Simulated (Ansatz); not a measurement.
# ZrSi2O6 (C2) at 2 levels of theory

One geometry, relaxed with PBE; plane waves with PAW potentials in Ansatz, scalar-relativistic. No spin polarisation. Gaps are the least over mesh and band path; pressure is positive in compression.

```cif
data_structure
_symmetry_space_group_name_H-M 'C2'
_symmetry_Int_Tables_number 5
_cell_length_a 9.9746
_cell_length_b 5.0068
_cell_length_c 5.8977
_cell_angle_alpha 90.000
_cell_angle_beta 91.805
_cell_angle_gamma 90.000
_cell_volume 294.39
loop_
_atom_site_label
_atom_site_type_symbol
_atom_site_symmetry_multiplicity
_atom_site_Wyckoff_symbol
_atom_site_fract_x
_atom_site_fract_y
_atom_site_fract_z
_atom_site_occupancy
Zr1 Zr 2 b 0.00000 0.45719 0.50000 1
Si1 Si 4 c 0.75294 0.76674 0.15472 1
O1 O 4 c 0.62335 0.74793 0.31609 1
O2 O 4 c 0.73014 0.57638 0.93076 1
O3 O 4 c 0.88856 0.68023 0.29716 1
```

| level | cutoff (eV) | k mesh | gap (eV) | pressure (GPa) |
| --- | --- | --- | --- | --- |
| PBE | 420 | 6×6×4 | 5.16 | 0.0 |

What comes out on the same cell with r2SCAN?

| level | cutoff (eV) | k mesh | gap (eV) | pressure (GPa) |
| --- | --- | --- | --- | --- |
| r2SCAN | 500 | 6×6×4 | 5.70 | -3.5 |

The structure comes from a generated guess; another structure or a mixture of phases may lie lower.
